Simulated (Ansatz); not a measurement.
**Ba: one input, then a changed one**

The cell is the one relaxed in the Materials Project (mp-10679), not relaxed further here; entries there can be hypothetical. The listed cell was then made from it by scaling, straining or moving an atom.

First run: DFT, r2SCAN, all-electron PAW with datasets made for the crystal, scalar-relativistic (Ansatz 0.2.0).

Command: `ansatz run input.yaml --threads 1 --pin off --max-ram 2048MiB --backend cpu --events-out ev --progress --plain --runs-dir out` The run took about 6.7 s on 1 thread of a shared machine.

```yaml
crystal:
  lattice:
    - [0.0, 3.2856689316, 3.2856689316]
    - [3.2856689316, 0.0, 3.2856689316]
    - [3.2856689316, 3.2856689316, 0.0]
  atoms:
    - { symbol: Ba, position: [0.0, 0.0, 0.0] }
kpoints:
  mp_grid: { grid: [9, 9, 9] }
scf:
  occupations: { method: fermi_dirac, width: 0.05 }
hamiltonian:
  xc: r2scan
  pseudopotentials: { kind: all_electron, datasets: crystal }
output:
  forces: true
  stress: true
  eigenvalues: true
  efg: { contact_densities: true }
```

Result: converged; pressure -0.41 GPa; no gap on the k mesh; 11 SCF iterations.

No spin–orbit coupling, which matters for the heavy atoms here.

A second input differs as follows:

```diff
@@ -10,4 +10,5 @@
 scf:
   occupations: { method: fermi_dirac, width: 0.05 }
+  max_iter: 75
 hamiltonian:
   xc: r2scan
@@ -18,3 +19,5 @@
   eigenvalues: true
   efg: { contact_densities: true }
+magnetization:
+  spin_polarized: 2.5
```

What is wrong with it, and what does the program do?

The fault is a value of the wrong type. The run refused before any iteration. The log ends:
```
  --> <input>:22:19
   |
20 |   efg: { contact_densities: true }
21 | magnetization:
22 |   spin_polarized: 2.5
   |                   ^ invalid boolean (strict mode expects true/false)
```
